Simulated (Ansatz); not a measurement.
Input, command and steps of an Ansatz relaxation.

```yaml
crystal:
  lattice:
    - [1.9412035614, -4.9254058538, 0.0]
    - [1.9412035614, 4.9254058538, 0.0]
    - [0.0, 0.0, 3.7598149535]
  atoms:
    - { symbol: Sr, position: [0.862, 0.138, 0.75] }
    - { symbol: Sr, position: [0.138, 0.862, 0.25] }
    - { symbol: O, position: [0.583, 0.417, 0.75] }
    - { symbol: O, position: [0.417, 0.583, 0.25] }
basis:
  ecutwfc: 420
kpoints:
  mp_grid: { grid: [6, 6, 4] }
hamiltonian:
  xc: pbe
scf:
  occupations: { method: gaussian, width: 0.1 }
  lower_state_search: "off"
output:
  forces: true
  stress: true
  eigenvalues: true
relax:
  adjacent_minimum: "off"
  f_tol: 0.04
  max_steps: 70
  cell: { stress_tol: 0.4 }
```

```bash
ansatz run input.yaml --threads 1 --pin off --max-ram 2560MiB --backend cpu --events-out ev --progress --plain --runs-dir out
```

Level of theory: DFT PBE, scalar-relativistic, plane waves, PAW in Ansatz 0.2.0.

Of 14 frames 10 are shown, positions in Å and forces in eV/Å; the SCF threshold varies from step to step. Steps run on the plane waves of an earlier cell, with a Pulay correction in the pressure. The basis is chosen afresh for the last frame, the zero of the energies, and at times for earlier ones too; energy and pressure step there, also at an unchanged geometry. Here that happened at steps 8 (-9 meV/atom, 0.6 GPa), 11 (-3 meV/atom, 0.1 GPa); the frames before carry an error of that size.

```xyz
4
Lattice="1.9412 -4.9254 0.0000 1.9412 4.9254 0.0000 0.0000 0.0000 3.7598" Properties=species:S:1:pos:R:3:forces:R:3 pbc="T T T" step=1 free_energy_over_end_meV_per_atom=704.10 pressure_GPa=-4.03
Sr    1.9412   -3.5660    2.8199    0.0000   -1.2277    0.0000
Sr    1.9412    3.5660    0.9400    0.0000    1.2277    0.0000
O     1.9412   -0.8176    2.8199    0.0000   -3.6118    0.0000
O     1.9412    0.8176    0.9400    0.0000    3.6118    0.0000
4
Lattice="1.8747 -4.9286 0.0000 1.8747 4.9286 0.0000 0.0000 0.0000 3.8146" Properties=species:S:1:pos:R:3:forces:R:3 pbc="T T T" step=2 free_energy_over_end_meV_per_atom=299.75 pressure_GPa=-4.09
Sr    1.8747   -3.6472    2.8610    0.0000   -0.2705    0.0000
Sr    1.8747    3.6472    0.9537    0.0000    0.2705    0.0000
O     1.8747   -1.0176    2.8610    0.0000   -2.0588    0.0000
O     1.8747    1.0176    0.9537    0.0000    2.0588    0.0000
4
Lattice="1.7136 -5.2252 0.0000 1.7136 5.2252 0.0000 0.0000 0.0000 3.8071" Properties=species:S:1:pos:R:3:forces:R:3 pbc="T T T" step=4 free_energy_over_end_meV_per_atom=25.98 pressure_GPa=1.08
Sr    1.7136   -3.8675    2.8553    0.0000    0.0421    0.0000
Sr    1.7136    3.8675    0.9518    0.0000   -0.0421    0.0000
O     1.7136   -1.4223    2.8553    0.0000    0.0134    0.0000
O     1.7136    1.4223    0.9518    0.0000   -0.0134    0.0000
4
Lattice="1.7295 -5.4327 0.0000 1.7295 5.4327 0.0000 0.0000 0.0000 3.7965" Properties=species:S:1:pos:R:3:forces:R:3 pbc="T T T" step=5 free_energy_over_end_meV_per_atom=20.74 pressure_GPa=-0.70
Sr    1.7295   -3.9710    2.8474    0.0000   -0.0955    0.0000
Sr    1.7295    3.9710    0.9491    0.0000    0.0955    0.0000
O     1.7295   -1.5165    2.8474    0.0000   -0.0528    0.0000
O     1.7295    1.5165    0.9491    0.0000    0.0528    0.0000
4
Lattice="1.7445 -5.5642 0.0000 1.7445 5.5642 0.0000 0.0000 0.0000 3.7072" Properties=species:S:1:pos:R:3:forces:R:3 pbc="T T T" step=7 free_energy_over_end_meV_per_atom=16.90 pressure_GPa=0.10
Sr    1.7445   -4.0489    2.7804    0.0000   -0.0265    0.0000
Sr    1.7445    4.0489    0.9268    0.0000    0.0265    0.0000
O     1.7445   -1.5936    2.7804    0.0000    0.0110    0.0000
O     1.7445    1.5936    0.9268    0.0000   -0.0110    0.0000
4
Lattice="1.7445 -5.5642 0.0000 1.7445 5.5642 0.0000 0.0000 0.0000 3.7072" Properties=species:S:1:pos:R:3:forces:R:3 pbc="T T T" step=8 free_energy_over_end_meV_per_atom=7.75 pressure_GPa=0.71
Sr    1.7445   -4.0489    2.7804    0.0000   -0.0324    0.0000
Sr    1.7445    4.0489    0.9268    0.0000    0.0324    0.0000
O     1.7445   -1.5936    2.7804    0.0000    0.0167    0.0000
O     1.7445    1.5936    0.9268    0.0000   -0.0167    0.0000
4
Lattice="1.7578 -5.8836 0.0000 1.7578 5.8836 0.0000 0.0000 0.0000 3.6592" Properties=species:S:1:pos:R:3:forces:R:3 pbc="T T T" step=10 free_energy_over_end_meV_per_atom=4.80 pressure_GPa=0.16
Sr    1.7578   -4.2252    2.7444    0.0000    0.0116    0.0000
Sr    1.7578    4.2252    0.9148    0.0000   -0.0116    0.0000
O     1.7578   -1.7491    2.7444    0.0000   -0.0008    0.0000
O     1.7578    1.7491    0.9148    0.0000    0.0008    0.0000
4
Lattice="1.7578 -5.8836 0.0000 1.7578 5.8836 0.0000 0.0000 0.0000 3.6592" Properties=species:S:1:pos:R:3:forces:R:3 pbc="T T T" step=11 free_energy_over_end_meV_per_atom=1.40 pressure_GPa=0.27
Sr    1.7578   -4.2252    2.7444    0.0000    0.0112    0.0000
Sr    1.7578    4.2252    0.9148    0.0000   -0.0112    0.0000
O     1.7578   -1.7491    2.7444    0.0000    0.0015    0.0000
O     1.7578    1.7491    0.9148    0.0000   -0.0015    0.0000
4
Lattice="1.7655 -6.0827 0.0000 1.7655 6.0827 0.0000 0.0000 0.0000 3.6424" Properties=species:S:1:pos:R:3:forces:R:3 pbc="T T T" step=13 free_energy_over_end_meV_per_atom=1.70 pressure_GPa=0.04
Sr    1.7655   -4.3269    2.7318    0.0000   -0.0043    0.0000
Sr    1.7655    4.3269    0.9106    0.0000    0.0043    0.0000
O     1.7655   -1.8507    2.7318    0.0000    0.0030    0.0000
O     1.7655    1.8507    0.9106    0.0000   -0.0030    0.0000
4
Lattice="1.7655 -6.0827 0.0000 1.7655 6.0827 0.0000 0.0000 0.0000 3.6424" Properties=species:S:1:pos:R:3:forces:R:3 pbc="T T T" step=14 free_energy_over_end_meV_per_atom=0.00 pressure_GPa=0.08
Sr    1.7655   -4.3269    2.7318    0.0000   -0.0047    0.0000
Sr    1.7655    4.3269    0.9106    0.0000    0.0047    0.0000
O     1.7655   -1.8507    2.7318    0.0000    0.0039    0.0000
O     1.7655    1.8507    0.9106    0.0000   -0.0039    0.0000
```

The start puts this composition into another compound's structure type, which needn't suit it. At the end the space group is Cmcm (tolerance 0.05 Å).

The run took 43 s on 1 thread of Arm Neoverse V2, on a shared host, peak memory 0.37 GiB.

The k mesh is coarse.